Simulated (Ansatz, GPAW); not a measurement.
Given: the input of a run of Ansatz 0.2.0 on Ti (Titanium). 

Contents of input.yaml:

```yaml
crystal:
  lattice:
    - [2.95, 0.0, 0.0]
    - [-1.475, 2.5547749412, 0.0]
    - [0.0, 0.0, 4.68]
  atoms:
    - { symbol: Ti, position: [0.6666666667, 0.3333333333, 0.75] }
    - { symbol: Ti, position: [0.3333333333, 0.6666666667, 0.25] }
hamiltonian:
  xc: pbe
  pseudopotentials: { kind: paw }
kpoints:
  mp_grid: { grid: [10, 10, 6] }
scf:
  occupations: { method: gaussian, width: 0.014 }
output:
  forces: true
  stress: true
  eigenvalues: true
  write_density: true
  write_potential: true
  elf: true
  volumetric_format: npy
```

Potentials or basis: Ansatz PAW.

Run with:

```console
$ ansatz run input.yaml --threads 2 --pin off --max-ram 5632MiB --backend cpu --events-out ev --progress --plain --runs-dir out
```

Task: Set up the same calculation for GPAW 26.7.0 (ASE script). Potentials or basis there: GPAW PAW data sets (gpaw-data 1.2.1), cutoff 600 eV.

Result: As run (cutoffs and basis follow the program's own potentials, and thresholds, step limits or extra output files can differ):

File run.py:

```python
from ase.dft.bandgap import bandgap
from ase.io import read, write
from ase.units import GPa
from gpaw import GPAW, PW

atoms = read('POSCAR')

calc = GPAW(mode=PW(600),
            xc='PBE',
            kpts={'size': (10, 10, 6), 'gamma': True},
            occupations={'name': 'methfessel-paxton', 'order': 0, 'width': 0.014},
            nbands=24,
            convergence={'density': 1e-05, 'energy': 1e-05},
            maxiter=150,
            txt='gpaw.txt')
atoms.calc = calc
energy = atoms.get_potential_energy()
forces = atoms.get_forces()
stress = atoms.get_stress()
calc.write('gs.gpw')
write('result.traj', atoms)
print(f'Energy: {energy:.6f} eV')
print('Forces (eV/A):')
print(forces.round(4))
print('Stress (GPa):', (stress / GPa).round(3))
print('Fermi level:', round(calc.get_fermi_level(), 4), 'eV')
print(f'Gap: {bandgap(calc)[0]:.4f} eV, direct: {bandgap(calc, direct=True)[0]:.4f} eV')
```

Contents of POSCAR:

```
Ti
1.0
    2.9500000000      0.0000000000      0.0000000000
   -1.4750000000      2.5547749412      0.0000000000
    0.0000000000      0.0000000000      4.6800000000
Ti
2
Direct
    0.6666666667      0.3333333333      0.7500000000
    0.3333333333      0.6666666667      0.2500000000
```

Potentials or basis: GPAW PAW data sets (gpaw-data 1.2.1), pw.

Launch:

```console
$ OMP_NUM_THREADS=1 python run.py
```

Both were run:

|  | Ansatz | GPAW |
| --- | --- | --- |
| Pressure | -1.4 GPa | -2.0 GPa |

Ansatz's pressure holds a Pulay term of +0.01 GPa for its cutoff of 420 eV, which the other run lacks.

Where Ansatz's input types no cutoff or centring, it takes its own default and a Γ-centred mesh.

Pressure is positive in compression.
